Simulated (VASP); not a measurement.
# Ti (P6_3/mmc) in VASP: a series of runs

The runs below take Ti through relaxation of shape and atoms at fixed volume, with PBE.

Program: VASP 6.6.1. These are calculated values, not measurements. Logs are shortened: lines on timing, memory, paths and dates and some standing lists are left out, and cuts for length are marked.

## 1. Starting point

The structure is hexagonal, space group P6_3/mmc (No. 194). The conventional cell has a = 2.927 Å, b = 2.927 Å, c = 4.607 Å, α = 90.00°, β = 90.00°, γ = 120.00°. Ti (site symmetry -6m2) is surrounded by 12 Ti at 2.86 to 2.93 Å.

## 2. Relaxation of shape and atoms at fixed volume, PBE (a relaxed cell with its volume scaled by 0.94)

Input file INCAR:

```
SYSTEM = Ti
ALGO     = Normal         ! electronic algorithm
EDIFF    = 1E-7           ! SCF threshold, eV
EDIFFG   = -0.01          ! ionic threshold
ENCUT    = 300            ! plane-wave cutoff, eV
GGA      = PE             ! functional
IBRION   = 2              ! ionic algorithm
ISIF     = 4              ! what is computed and relaxed
ISMEAR   = 1              ! smearing method
LASPH    = .TRUE.         ! aspherical terms in the spheres
LCHARG   = .FALSE.        ! write CHGCAR
LREAL    = .FALSE.        ! projectors in reciprocal space
LWAVE    = .FALSE.        ! write WAVECAR
NELM     = 80             ! most SCF steps
NSW      = 40             ! ionic steps
PREC     = Accurate       ! precision mode
SIGMA    = 0.1            ! smearing width, eV
```

Input file KPOINTS:

```
k-points
0
G
  8 8 4
  0 0 0
```

Input file POSCAR:

```
Ti                                      
1.0
    2.8667639129      0.0000000000      0.0000000000
   -1.4333819565      2.4826903753      0.0000000000
    0.0000000000      0.0000000000      4.5125570376
  Ti            
     2
Direct
     0.3333333332999970    0.6666666667000030    0.2500000000000000
     0.6666666667000030    0.3333333332999970    0.7500000000000000
```

Potentials or basis: VASP PAW PBE potentials, release 64 (Ti).

Run with:

```
$ cat potpaw_PBE.64/Ti/POTCAR > POTCAR
$ mpirun -np 1 vasp_std > vasp.out
```

OUTCAR:

```text
SYSTEM = Ti
   EDIFF = 1E-7
   EDIFFG = -0.01
   ENCUT = 300
   GGA = PE
   IBRION = 2
   ISIF = 4
   ISMEAR = 1
   LASPH = .TRUE.
   LREAL = .FALSE.
   NELM = 80
   NSW = 40
   PREC = Accurate

 ion  position               nearest neighbor table
   1  0.333  0.667  0.250-   2 2.80   2 2.80   2 2.80   2 2.80   2 2.80   2 2.80
   2  0.667  0.333  0.750-   1 2.80   1 2.80   1 2.80   1 2.80   1 2.80   1 2.80

  LATTYP: Found a hexagonal cell.
 ALAT       =     2.8667639129
 C/A-ratio  =     1.5740944056

  Lattice vectors:

 A1 = (   2.8667639129,   0.0000000000,   0.0000000000)
 A2 = (  -1.4333819565,   2.4826903753,   0.0000000000)
 A3 = (   0.0000000000,   0.0000000000,   4.5125570376)

Analysis of symmetry for initial positions (statically):
=====================================================================
 Subroutine PRICEL returns:
 Original cell was already a primitive cell.

 Routine SETGRP: Setting up the symmetry group for a
 hexagonal supercell.

 Subroutine GETGRP returns: Found 24 space group operations
 (whereof 12 operations were pure point group operations)
 out of a pool of 24 trial point group operations.

The static configuration has the point symmetry D_3d.
 The point group associated with its full space group is D_6h.

Analysis of symmetry for dynamics (positions and initial velocities):
=====================================================================
 Subroutine PRICEL returns:
 Original cell was already a primitive cell.

 Routine SETGRP: Setting up the symmetry group for a
 hexagonal supercell.

 Subroutine GETGRP returns: Found 24 space group operations
 (whereof 12 operations were pure point group operations)
 out of a pool of 24 trial point group operations.

The dynamic configuration has the point symmetry D_3d.
 The point group associated with its full space group is D_6h.

 Subroutine INISYM returns: Found 24 space group operations
 (whereof 12 operations are pure point group operations),
 and found     1 'primitive' translations

----------------------------------------------------------------------------------------

                                     Primitive cell

  volume of cell :      32.1172

  direct lattice vectors                    reciprocal lattice vectors
     2.866763913  0.000000000  0.000000000     0.348825376  0.201394425  0.000000000
[... 150 lines left out ...]
  energy-cutoff  :      300.00
  volume of cell :       32.12
      direct lattice vectors                 reciprocal lattice vectors
     2.866763913  0.000000000  0.000000000     0.348825376  0.201394425  0.000000000
    -1.433381957  2.482690375  0.000000000     0.000000000  0.402788850  0.000000000
     0.000000000  0.000000000  4.512557038     0.000000000  0.000000000  0.221603847

 POSITION                                       TOTAL-FORCE (eV/Angst)
 -----------------------------------------------------------------------------------
     -0.00000      1.65513      1.12814        -0.000000      0.000000      0.000000
      1.43338      0.82756      3.38442         0.000000     -0.000000      0.000000
 -----------------------------------------------------------------------------------
    total drift:                                0.000000     -0.000000     -0.000000

  FREE ENERGIE OF THE ION-ELECTRON SYSTEM (eV)
  ---------------------------------------------------
  free  energy   TOTEN  =       -15.4923245362 eV

  energy  without entropy=      -15.4951096752  energy(sigma->0) =      -15.49325292

--------------------------------------- Ionic step        2  -------------------------------------------

 number of electron       7.9999996 magnetization

 Free energy of the ion-electron system (eV)
  ---------------------------------------------------
  ext. energy  EPLUGINS =         0.00000000
  ---------------------------------------------------
  free energy    TOTEN  =       -15.49234353 eV

  energy without entropy =      -15.49506885  energy(sigma->0) =      -15.49325197

 E-fermi :   3.5997     XC(G=0): -11.4127

 val. band max:        3.5619583849   @ k =   0.3750   0.2500   0.2500
 cond. band min:       3.6329299466   @ k =   0.0000   0.0000   0.5000
 fundamental gap:      0.0709715617
 Fermi energy:         3.5996808306

 k-point     1 :       0.0000    0.0000    0.0000
  band No.  band energies     occupation
      1      -2.7594      2.00000
      2       0.6810      2.00000
      3       4.3191     -0.00000
      4       4.3191     -0.00000
      5       4.4896     -0.00000
      6       4.5471     -0.00000
      7       4.8824     -0.00000
      8       4.8824     -0.00000
[... 243 lines left out ...]
 k-point    24 :       0.3750    0.0000    0.5000
  band No.  band energies     occupation
      1       0.7928      2.00000
      2       0.7928      2.00000
      3       2.7268      2.00000
      4       2.7268      2.00000
      5       4.4727     -0.00000
      6       4.4727     -0.00000
      7       5.3308     -0.00000
      8       5.3308     -0.00000

 [... further k-points ...]

------------------------ aborting loop because EDIFF is reached ----------------------------------------

  FORCE on cell =-STRESS in cart. coord.  units (eV):
  Direction    XX          YY          ZZ          XY          YZ          ZX
  --------------------------------------------------------------------------------------
  -------------------------------------------------------------------------------------
  Total        1.6511338      1.6511338      1.6612549     -0.0000000      0.0000000     -0.0000000
  in kB       82.3674580     82.3674580     82.8723519     -0.0000000      0.0000000     -0.0000000
  external PRESSURE =      82.5357560 kB  Pullay stress =       0.0000000 kB

 VOLUME and BASIS-vectors are now :
 -----------------------------------------------------------------------------
  energy-cutoff  :      300.00
  volume of cell :       32.12
      direct lattice vectors                 reciprocal lattice vectors
     2.865746908 -0.000000000  0.000000000     0.348949168  0.201465896  0.000000000
    -1.432873454  2.481809623  0.000000000     0.000000000  0.402931792  0.000000000
     0.000000000  0.000000000  4.515760465    -0.000000000 -0.000000000  0.221446644

 POSITION                                       TOTAL-FORCE (eV/Angst)
 -----------------------------------------------------------------------------------
     -0.00000      1.65454      1.12894         0.000000     -0.000000      0.000000
      1.43287      0.82727      3.38682        -0.000000      0.000000      0.000000
 -----------------------------------------------------------------------------------
    total drift:                                0.000000     -0.000000     -0.000000

  FREE ENERGIE OF THE ION-ELECTRON SYSTEM (eV)
  ---------------------------------------------------
  free  energy   TOTEN  =       -15.4923435331 eV

  energy  without entropy=      -15.4950688541  energy(sigma->0) =      -15.49325197

 reached required accuracy - stopping structural energy minimisation
```

OSZICAR:

```text
N       E                     dE             d eps       ncg     rms          rms(c)
DAV:   1     0.339159212819E+01    0.33916E+01   -0.21286E+03   480   0.564E+02
DAV:   2    -0.165732248326E+02   -0.19965E+02   -0.19469E+02   528   0.102E+02
DAV:   3    -0.174016280518E+02   -0.82840E+00   -0.81333E+00   728   0.232E+01
DAV:   4    -0.174075120558E+02   -0.58840E-02   -0.58806E-02   632   0.184E+00
DAV:   5    -0.174075181076E+02   -0.60518E-05   -0.60515E-05   680   0.455E-02    0.169E+01
DAV:   6    -0.157687779255E+02    0.16387E+01   -0.33905E+00   480   0.213E+01    0.531E+00
DAV:   7    -0.155087630146E+02    0.26001E+00   -0.10673E+00   528   0.112E+01    0.535E-01
DAV:   8    -0.154944113981E+02    0.14352E-01   -0.15489E-02   616   0.144E+00    0.249E-01
DAV:   9    -0.154923571458E+02    0.20543E-02   -0.33908E-03   616   0.376E-01    0.377E-02
DAV:  10    -0.154923238545E+02    0.33291E-04   -0.90133E-05   608   0.108E-01    0.549E-03
DAV:  11    -0.154923250355E+02   -0.11810E-05   -0.15667E-06   720   0.960E-03    0.181E-03
DAV:  12    -0.154923246088E+02    0.42673E-06   -0.25420E-07   416   0.522E-03    0.386E-04
DAV:  13    -0.154923245362E+02    0.72592E-07   -0.20174E-08   272   0.111E-03
   1 F= -.15492325E+02 E0= -.15493253E+02  d E =-.154923E+02
       N       E                     dE             d eps       ncg     rms          rms(c)
DAV:   1    -0.154923474703E+02   -0.22862E-04   -0.72434E-04   480   0.204E-01    0.109E-02
DAV:   2    -0.154923448780E+02    0.25923E-05   -0.52265E-06   800   0.209E-02    0.613E-03
DAV:   3    -0.154923435504E+02    0.13276E-05   -0.33914E-06   760   0.967E-03    0.697E-04
DAV:   4    -0.154923435331E+02    0.17252E-07   -0.50169E-08   256   0.243E-03
   2 F= -.15492344E+02 E0= -.15493252E+02  d E =-.189969E-04
```

CONTCAR:

```text
Ti
   1.00000000000000
     2.8657469083059843   -0.0000000000022852    0.0000000000000000
    -1.4328734542049535    2.4818096234929579    0.0000000000000000
     0.0000000000000000    0.0000000000000000    4.5157604646294383
  Ti
     2
Direct
     0.3333333332999970    0.6666666667000030    0.2500000000000000
     0.6666666667000030    0.3333333332999970    0.7500000000000000

  0.00000000E+00  0.00000000E+00  0.00000000E+00
  0.00000000E+00  0.00000000E+00  0.00000000E+00
```

It took 3.5 s on 1 thread of Intel Xeon 6975P-C (Granite Rapids), shared host; peak memory 0.11 GiB.

What came out:

```yaml
Free_energy: -15.4923 eV
Energy_gained_by_relaxing: 0.0 meV/atom
Ionic_steps: 2
Pressure_after_relaxing: 8.3 GPa
Band_gap_on_the_k_mesh: none (metal or under the smearing width)
```

Final structure:
```
Ti
1.0
     2.86575    0.00000    0.00000
    -1.43287    2.48181    0.00000
     0.00000    0.00000    4.51576
Ti
2
Direct
  0.33333 0.66667 0.25000
  0.66667 0.33333 0.75000
```

Levels at points of the mesh, in eV from the Fermi level:
| k point | band 2 | band 3 | band 4 | band 5 | band 6 | band 7 |
| --- | --- | --- | --- | --- | --- | --- |
| (0.00, 0.00, 0.00) | -2.92 | 0.72 | 0.72 | 0.89 | 0.95 | 1.28 |
| (0.50, 0.00, 0.00) | -2.46 | -2.11 | -0.62 | 0.38 | 0.64 | 1.22 |
| (0.00, 0.00, 0.50) | -4.40 | 0.03 | 0.03 | 0.61 | 0.61 | 0.61 |
| (0.50, 0.00, 0.50) | -2.80 | -0.97 | -0.97 | 1.44 | 1.44 | 1.77 |

## 3. Relaxation of shape and atoms at fixed volume, PBE (a relaxed cell with its volume scaled by 0.96)

INCAR is that of step 2.

KPOINTS is that of step 2.

Input file POSCAR:

```
Ti                                      
1.0
    2.8869530563      0.0000000000      0.0000000000
   -1.4434765282      2.5001746863      0.0000000000
    0.0000000000      0.0000000000      4.5443366553
  Ti            
     2
Direct
     0.3333333332999970    0.6666666667000030    0.2500000000000000
     0.6666666667000030    0.3333333332999970    0.7500000000000000
```

Potentials or basis: VASP PAW PBE potentials, release 64 (Ti).

Run with:

```
$ cat potpaw_PBE.64/Ti/POTCAR > POTCAR
$ mpirun -np 1 vasp_std > vasp.out
```

Run time: 2.6 s. Hardware: 1 thread of Intel Xeon 6975P-C (Granite Rapids), shared host; peak memory 0.11 GiB.

It converged, with:

```
Free energy             : -15.5211 eV
Pressure after relaxing : 5.2 GPa
Band gap on the k mesh  : none (metal or under the smearing width)
```

Stress tensor (GPa, compression positive):
```
5.20 0.00 0.00
0.00 5.20 0.00
0.00 0.00 5.29
```

Final structure:
```
Ti
1.0
     2.88695    0.00000    0.00000
    -1.44348    2.50017    0.00000
     0.00000    0.00000    4.54434
Ti
2
Direct
  0.33333 0.66667 0.25000
  0.66667 0.33333 0.75000
```

Levels at points of the mesh, in eV from the Fermi level:
```tsv
k point	band 1	band 2	band 3	band 4	band 5	band 6	band 7	band 8
(0.00, 0.00, 0.00)	-6.32	-2.86	0.70	0.70	0.88	0.89	1.25	1.25
(0.50, 0.00, 0.00)	-2.45	-2.39	-2.05	-0.65	0.37	0.62	1.18	3.43
(0.00, 0.00, 0.50)	-4.38	-4.38	0.03	0.03	0.59	0.59	0.59	0.59
(0.50, 0.00, 0.50)	-2.74	-2.74	-0.94	-0.94	1.38	1.38	1.72	1.72
```

Caveat: the relaxation stopped at its first step, so nothing moved.

## 4. Relaxation of shape and atoms at fixed volume, PBE (a relaxed cell with its volume scaled by 0.98)

INCAR is that of step 3.

KPOINTS is that of step 3.

Input file POSCAR:

```
Ti                                      
1.0
    2.9068637066      0.0000000000      0.0000000000
   -1.4534318533      2.5174178153      0.0000000000
    0.0000000000      0.0000000000      4.5756778985
  Ti            
     2
Direct
     0.3333333332999970    0.6666666667000030    0.2500000000000000
     0.6666666667000030    0.3333333332999970    0.7500000000000000
```

Run with:

```
$ cat potpaw_PBE.64/Ti/POTCAR > POTCAR
$ mpirun -np 1 vasp_std > vasp.out
```

Run time: 2.6 s. Hardware: 1 thread of Intel Xeon 6975P-C (Granite Rapids), shared host; peak memory 0.12 GiB.

The run converged. Its results:

- Free energy: -15.5376 eV
- Pressure after relaxing: 2.5 GPa
- Band gap on the k mesh: none (metal or under the smearing width)

Final structure:
```
CELL_PARAMETERS angstrom
2.90686 0.00000 0.00000
-1.45343 2.51742 0.00000
0.00000 0.00000 4.57568
ATOMIC_POSITIONS crystal
Ti 0.33333 0.66667 0.25000
Ti 0.66667 0.33333 0.75000
```

Levels at points of the mesh, in eV from the Fermi level:
```tsv
k point	band 2	band 3	band 4	band 5	band 6	band 7
(0.00, 0.00, 0.00)	-2.81	0.69	0.69	0.84	0.86	1.22
(0.50, 0.00, 0.00)	-2.32	-1.99	-0.67	0.36	0.60	1.15
(0.00, 0.00, 0.50)	-4.36	0.03	0.03	0.58	0.58	0.58
(0.50, 0.00, 0.50)	-2.68	-0.91	-0.91	1.32	1.32	1.68
```

Caveat: the relaxation stopped at its first step, so nothing moved.

## 5. Relaxation of shape and atoms at fixed volume, PBE

INCAR is that of step 4.

KPOINTS is that of step 4.

Input file POSCAR:

```
Ti                                      
1.0
    2.9265052734      0.0000000000      0.0000000000
   -1.4632526367      2.5344279111      0.0000000000
    0.0000000000      0.0000000000      4.6065955789
  Ti            
     2
Direct
     0.3333333332999970    0.6666666667000030    0.2500000000000000
     0.6666666667000030    0.3333333332999970    0.7500000000000000
```

Run with:

```
$ cat potpaw_PBE.64/Ti/POTCAR > POTCAR
$ mpirun -np 1 vasp_std > vasp.out
```

Wall time 3.1 s (1 thread of Intel Xeon 6975P-C (Granite Rapids), shared host); peak memory 0.12 GiB.

Results (log left out):

```yaml
Free_energy: -15.5430 eV
Pressure_after_relaxing: 0.0 GPa
Band_gap_on_the_k_mesh: none (metal or under the smearing width)
```

Final structure:
```xyz
2
Lattice="2.9265 0.0000 0.0000 -1.4633 2.5344 0.0000 0.0000 0.0000 4.6066" Properties=species:S:1:pos:R:3 pbc="T T T"
Ti    0.0000    1.6896    1.1516
Ti    1.4633    0.8448    3.4549
```

Levels at points of the mesh, in eV from the Fermi level:
```csv
k point,band 1,band 2,band 3,band 4,band 5,band 6,band 7,band 8
"(0.00, 0.00, 0.00)",-6.22,-2.75,0.69,0.69,0.79,0.84,1.20,1.20
"(0.50, 0.00, 0.00)",-2.39,-2.25,-1.93,-0.68,0.36,0.58,1.12,3.26
"(0.00, 0.00, 0.50)",-4.33,-4.33,0.04,0.04,0.58,0.58,0.58,0.58
"(0.50, 0.00, 0.50)",-2.62,-2.62,-0.88,-0.88,1.27,1.27,1.64,1.64
```

Caveat: the relaxation stopped at its first step, so nothing moved.

## 6. Relaxation of shape and atoms at fixed volume, PBE (a relaxed cell with its volume scaled by 1.02)

INCAR is that of step 5.

KPOINTS is that of step 5.

Input file POSCAR:

```
Ti                                      
1.0
    2.9458866679      0.0000000000      0.0000000000
   -1.4729433339      2.5512126911      0.0000000000
    0.0000000000      0.0000000000      4.6371037235
  Ti            
     2
Direct
     0.3333333332999970    0.6666666667000030    0.2500000000000000
     0.6666666667000030    0.3333333332999970    0.7500000000000000
```

Potentials or basis: VASP PAW PBE potentials, release 64 (Ti).

Run with:

```
$ cat potpaw_PBE.64/Ti/POTCAR > POTCAR
$ mpirun -np 1 vasp_std > vasp.out
```

Wall time 3.1 s (1 thread of Intel Xeon 6975P-C (Granite Rapids), shared host); peak memory 0.12 GiB.

It converged, with:

```
Free energy             : -15.5382 eV
Pressure after relaxing : -2.2 GPa
Band gap on the k mesh  : none (metal or under the smearing width)
```

Final structure:
```yaml
crystal:
  lattice:
    - [2.94589, 0.00000, 0.00000]
    - [-1.47294, 2.55121, 0.00000]
    - [0.00000, 0.00000, 4.63710]
  atoms:
    - { symbol: Ti, position: [0.33333, 0.66667, 0.25000] }
    - { symbol: Ti, position: [0.66667, 0.33333, 0.75000] }
```

Levels at points of the mesh, in eV from the Fermi level:
```tsv
k point	band 1	band 2	band 3	band 4	band 5	band 6	band 7	band 8
(0.00, 0.00, 0.00)	-6.16	-2.69	0.68	0.68	0.74	0.83	1.18	1.18
(0.50, 0.00, 0.00)	-2.36	-2.19	-1.87	-0.69	0.37	0.57	1.10	3.18
(0.00, 0.00, 0.50)	-4.30	-4.30	0.04	0.04	0.58	0.58	0.58	0.58
(0.50, 0.00, 0.50)	-2.56	-2.56	-0.85	-0.85	1.23	1.23	1.61	1.61
```

Caveat: the relaxation stopped at its first step, so nothing moved.

## 7. Summary

| cell | gap on the mesh (eV) | pressure (GPa) |
| --- | --- | --- |
| atoms relaxed at fixed volume from: a relaxed cell with its volume scaled by 0.94 | none | 8.3 |
| atoms relaxed at fixed volume from: a relaxed cell with its volume scaled by 0.96 | none | 5.2 |
| atoms relaxed at fixed volume from: a relaxed cell with its volume scaled by 0.98 | none | 2.5 |
| atoms relaxed at fixed volume | none | 0.0 |
| atoms relaxed at fixed volume from: a relaxed cell with its volume scaled by 1.02 | none | -2.2 |

Alike in all rows: task relaxation of shape and atoms at fixed volume; level PBE; potentials or basis VASP PAW PBE potentials, release 64 (Ti); no spin polarisation; k mesh 8 × 8 × 4; cutoff (eV) 300; smearing methfessel-paxton 0.1 eV.

Caveats: the relaxation stopped at its first step, so nothing moved (some runs).

Total energies depend on the potentials used, so only differences within one code and one set of settings carry meaning.
